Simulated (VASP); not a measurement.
Wanted: the native input for a VASP 6.6.1 run.

- Task: band structure
- Functional: HSE06
- Potentials or basis: VASP PAW PBE potentials, release 64 (In_d, P)
- Cutoff: 520 eV
- k mesh: 6 × 6 × 6
- Occupations: gaussian, width 0.02 eV
- Spin: no spin polarisation
- Ladder: gaps
- Grid for exact exchange (PRECFOCK): Fast
- Screening parameter: 0.2 1/A
- Further INCAR settings: ALGO = Normal; EDIFF = 1e-07; NBANDS = 16

InP:

```
In P
1.0
     0.00000    2.93050    2.93050
     2.93050    0.00000    2.93050
     2.93050    2.93050    0.00000
In P
1 1
Cartesian
  0.0000 0.0000 0.0000
  4.3957 4.3957 4.3957
```

One way to write it, as run:

POSCAR

```
InP
1.0
    0.0000000000      2.9305000000      2.9305000000
    2.9305000000      0.0000000000      2.9305000000
    2.9305000000      2.9305000000      0.0000000000
In P
1 1
Direct
    0.0000000000      0.0000000000      0.0000000000
    0.7500000000      0.7500000000      0.7500000000
```

INCAR.step1

```
PREC     = Accurate       # precision mode
ENCUT    = 520            # plane-wave cutoff, eV
EDIFF    = 1E-5           # SCF threshold, eV
ISMEAR   = 0              # smearing method
SIGMA    = 0.02           # smearing width, eV
LREAL    = False          # projectors in reciprocal space
LASPH    = True           # aspherical terms in the spheres
NELM     = 60             # most SCF steps
ALGO     = Normal         # electronic algorithm
ISIF     = 2              # what is computed and relaxed
LWAVE    = True           # write WAVECAR
LCHARG   = False          # write CHGCAR
NBANDS   = 16             # bands
GGA      = PE             # functional
KPAR     = 4
```

INCAR.step2

```
PREC     = Accurate       # precision mode
ENCUT    = 520            # plane-wave cutoff, eV
EDIFF    = 1E-7           # SCF threshold, eV
ISMEAR   = 0              # smearing method
SIGMA    = 0.02           # smearing width, eV
LREAL    = False          # projectors in reciprocal space
LASPH    = True           # aspherical terms in the spheres
NELM     = 60             # most SCF steps
ALGO     = Normal         # electronic algorithm
ISIF     = 2              # what is computed and relaxed
LWAVE    = False          # write WAVECAR
LCHARG   = False          # write CHGCAR
GGA      = PE             # functional
LHFCALC  = True           # exact exchange
HFSCREEN = 0.2            # screening, 1/A
PRECFOCK = Fast         
NBANDS   = 16             # bands
ISTART   = 1            
KPAR     = 4
```

KPOINTS

```
regular mesh
0
Gamma
  6 6 6
```

KPOINTS_OPT

```
path GXWKGLUWLK,UX
8
line-mode
reciprocal
 0.0000000000  0.0000000000  0.0000000000  G
 0.5000000000  0.0000000000  0.5000000000  X

 0.5000000000  0.0000000000  0.5000000000  X
 0.5000000000  0.2500000000  0.7500000000  W

 0.5000000000  0.2500000000  0.7500000000  W
 0.3750000000  0.3750000000  0.7500000000  K

 0.3750000000  0.3750000000  0.7500000000  K
 0.0000000000  0.0000000000  0.0000000000  G

 0.0000000000  0.0000000000  0.0000000000  G
 0.5000000000  0.5000000000  0.5000000000  L

 0.5000000000  0.5000000000  0.5000000000  L
 0.6250000000  0.2500000000  0.6250000000  U

 0.6250000000  0.2500000000  0.6250000000  U
 0.5000000000  0.2500000000  0.7500000000  W

 0.5000000000  0.2500000000  0.7500000000  W
 0.5000000000  0.5000000000  0.5000000000  L

 0.5000000000  0.5000000000  0.5000000000  L
 0.3750000000  0.3750000000  0.7500000000  K

 0.6250000000  0.2500000000  0.6250000000  U
 0.5000000000  0.0000000000  0.5000000000  X
```

Potentials or basis: VASP PAW PBE potentials, release 64 (In_d, P).

The run is started by

```sh
$ cat potpaw_PBE.64/In_d/POTCAR potpaw_PBE.64/P/POTCAR > POTCAR
$ cp INCAR.step1 INCAR
$ mpirun -np 4 vasp_std > vasp.out
$ cp INCAR.step2 INCAR
$ mpirun -np 4 vasp_std > vasp.out
```

Results of the run:

* Pressure: 1.3 GPa
* Band gap on the k mesh: 1.52 eV, direct
* Band gap along the path: 1.52 eV, direct

Caveat: the PAW data sets were made with another functional, which shifts forces and pressure a little; spin-orbit coupling is left out, which moves the levels of the heavy elements.

It took 37 min on 4 MPI ranks on AMD EPYC 7R13 Processor (Zen 3) (shared host), peak memory 0.34 GiB a rank.
